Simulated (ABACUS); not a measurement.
**Fe under changes of volume**

One of the cells (12.019 Å³/atom); the others are scaled copies at fixed shape and fractional positions:

```
Fe
1.0
    -1.44300    1.44300    1.44300
     1.44300   -1.44300    1.44300
     1.44300    1.44300   -1.44300
Fe
1
Direct
  0.00000 0.00000 0.00000
```

- Program: ABACUS 3.10.1
- Functional: PBE
- Potentials or basis: PseudoDojo NC SR 0.4.1 PBE standard
- Cutoff: 1361 eV
- Density cutoff: 5442 eV
- Basis: TZDP LCAO (the cutoffs set its grid)
- k mesh: 13 × 13 × 13
- Occupations: fermi-dirac, width 0.05 eV
- Spin: collinear spin, ferromagnetic start
- Starting moments: [3.0] μB

```csv
volume (Å³/atom),energy over the lowest point (meV/atom),pressure (GPa),moment (μB per cell)
11.298,1.52,2.7,2.22
11.538,0.00,-0.4,2.29
11.778,?,?,?
12.019,9.08,-4.6,2.46
12.259,16.14,-5.8,2.56
12.499,25.90,-7.9,2.60
12.740,39.35,-10.3,2.63
```

Q: What does the run at 11.778 Å³/atom give?

A: Energy over the lowest point 2.53 meV/atom; pressure -3.1 GPa; moment 2.36 μB per cell.

Worked out: A Birch-Murnaghan fit of order 3 (a polynomial in V^(-2/3)) to the other rows has its minimum at 11.47 Å³/atom with B0 = V·E''(V) = 102 GPa and B' = 3.4. It gives 3.01 meV/atom at 11.778 Å³/atom, against the run's 2.53, and -dE/dV = -2.6 GPa, against -3.1. A parabola through the other rows of the moment, of slope 0.345 μB per Å³/atom there, gives 2.39 μB, against the run's 2.36.

Energies are extrapolated to zero smearing.

Caveats: the atomic orbitals were generated for these runs and aren't a published set; the basis of atomic orbitals isn't converged, which shifts pressures, moduli and gaps.
